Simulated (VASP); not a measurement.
The system is SiC (Moissanite).

```xyz
4
Lattice="3.0760 0.0000 0.0000 -1.5380 2.6639 0.0000 0.0000 0.0000 5.0480" Properties=species:S:1:pos:R:3 pbc="T T T"
Si    1.5380    0.8880    2.5240
Si    0.0000    1.7759    0.0000
C     1.5380    0.8880    4.4675
C     0.0000    1.7759    1.9435
```

Base run:

| Quantity | Value |
| --- | --- |
| Program | VASP 6.6.1 |
| Functional | PBE |
| Potentials or basis | VASP PAW PBE potentials, release 64 (Si, C) |
| Cutoff | 520 eV |
| k mesh | 10 × 10 × 6 |
| Occupations | gaussian, width 0.02 eV |
| Spin | no spin polarisation |

Its results: band gap on the k mesh 2.48 eV, indirect (least direct gap 4.08 eV); pressure 3.6 GPa; largest force 0.753 eV/Å.

Q: The run is repeated on the same cell with these changes: functional from PBE to PBEsol. What comes out?

A: Band gap on the k mesh 2.32 eV, indirect (least direct gap 3.96 eV); pressure 0.6 GPa; largest force 0.751 eV/Å.

PBEsol binds more tightly than PBE, so the same cell stands under less pressure.

Caveats: the mesh misses the band edges, which the band path finds closer together; the PAW data sets were made with another functional, which shifts forces and pressure a little (some runs).

Not every run made on this cell is shown here.
